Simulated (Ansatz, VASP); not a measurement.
# One calculation of HfC, two programs

INCAR

```
  PREC = Accurate
  ENCUT = 520
  EDIFF = 1E-7
  ISMEAR = 0
  SIGMA = 0.1
  LREAL = False
  LASPH = True
  NELM = 80
  ALGO = Normal
  ISIF = 2
  LWAVE = False
  LCHARG = True
  GGA = PE
  LELF = True
  LVHAR = True
  NBANDS = 14
```

File KPOINTS:

```
regular mesh
0
Gamma
  16 16 16
```

POSCAR

```
HfC
1.0
    0.0000000000      2.3713611787      2.3713611787
    2.3713611787      0.0000000000      2.3713611787
    2.3713611787      2.3713611787      0.0000000000
Hf C
1 1
Direct
    0.5000000000      0.5000000000      0.5000000000
    0.0000000000      0.0000000000      0.0000000000
```

Input for Ansatz:

```yaml
crystal:
  lattice:
    - [0.0, 2.3713611795, 2.3713611795]
    - [2.3713611795, 0.0, 2.3713611795]
    - [2.3713611795, 2.3713611795, 0.0]
  atoms:
    - { symbol: Hf, position: [0.5, 0.5, 0.5] }
    - { symbol: C, position: [0.0, 0.0, 0.0] }
basis:
  ecutwfc: 420
kpoints:
  mp_grid: { grid: [16, 16, 16] }
hamiltonian:
  xc: pbe
scf:
  occupations: { method: gaussian, width: 0.1 }
output:
  forces: true
  stress: true
  eigenvalues: true
```

Alike in both runs: task single point; functional PBE; k mesh 16 × 16 × 16; occupations gaussian, width 0.1 eV; no spin polarisation.

|  | VASP | Ansatz |
| --- | --- | --- |
| version | VASP 6.6.1 | Ansatz 0.2.0 |
| potentials or method | VASP PAW PBE potentials, release 64 (Hf_pv, C) | scalar-relativistic, plane waves, PAW |
| plane-wave cutoff (eV) | 520 | 420 |
| valence electrons in the cell | 14 | 30 |

|  | VASP | Ansatz | Ansatz less VASP |
| --- | --- | --- | --- |
| gap on the k mesh at the Fermi level (eV) | none | none | - |
| pressure (GPa) | -12.9 | -12.1 | +0.78 |

A gap of «none» marks a metal or a gap that the smearing closes. With one functional, cell and mesh, what is left measures potentials, basis and numerics. The two sets of potentials don't hold the same shells in valence.

Spin-orbit coupling is left out, which matters for the levels of Hf.
